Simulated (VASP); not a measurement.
Input of a VASP 6.6.1 run:

POSCAR

```
BAs
1.0
    0.0000000000      2.3885000000      2.3885000000
    2.3885000000      0.0000000000      2.3885000000
    2.3885000000      2.3885000000      0.0000000000
B As
1 1
Direct
    0.0000000000      0.0000000000      0.0000000000
    0.7500000000      0.7500000000      0.7500000000
```

File INCAR.step1:

```
  PREC = Accurate
  ENCUT = 520
  ISMEAR = 0
  SIGMA = 0.05
  LREAL = False
  LASPH = True
  NELM = 80
  NBANDS = 11
  GGA = PE
  ALGO = Normal
  EDIFF = 1E-4
  LWAVE = True
  LCHARG = False
```

Contents of INCAR.step2:

```
  PREC = Accurate
  ENCUT = 520
  EDIFF = 1E-6
  ISMEAR = 0
  SIGMA = 0.05
  LREAL = False
  LASPH = True
  NELM = 80
  ALGO = Normal
  ISIF = 2
  LWAVE = False
  LCHARG = False
  METAGGA = R2SCAN
  LMIXTAU = True
  NBANDS = 11
  ISTART = 1
```

Contents of KPOINTS:

```
regular mesh
0
Gamma
  10 10 10
```

Potentials or basis: VASP PAW PBE potentials, release 64 (B, As).

Launch:

```sh
$ cat potpaw_PBE.64/B/POTCAR potpaw_PBE.64/As/POTCAR > POTCAR
$ cp INCAR.step1 INCAR
$ mpirun -np 1 vasp_std > vasp.out
$ cp INCAR.step2 INCAR
$ mpirun -np 1 vasp_std > vasp.out
```

Task: Estimate the pressure.

Result: 0.9 GPa.

Task: Estimate the band gap on the k mesh.

Result: 1.37 eV, indirect (least direct gap 3.45 eV).

Caveat: the PAW data sets were made with another functional, which shifts forces and pressure a little. r2SCAN opens gaps a little over a GGA but as a rule still falls short of measured ones.
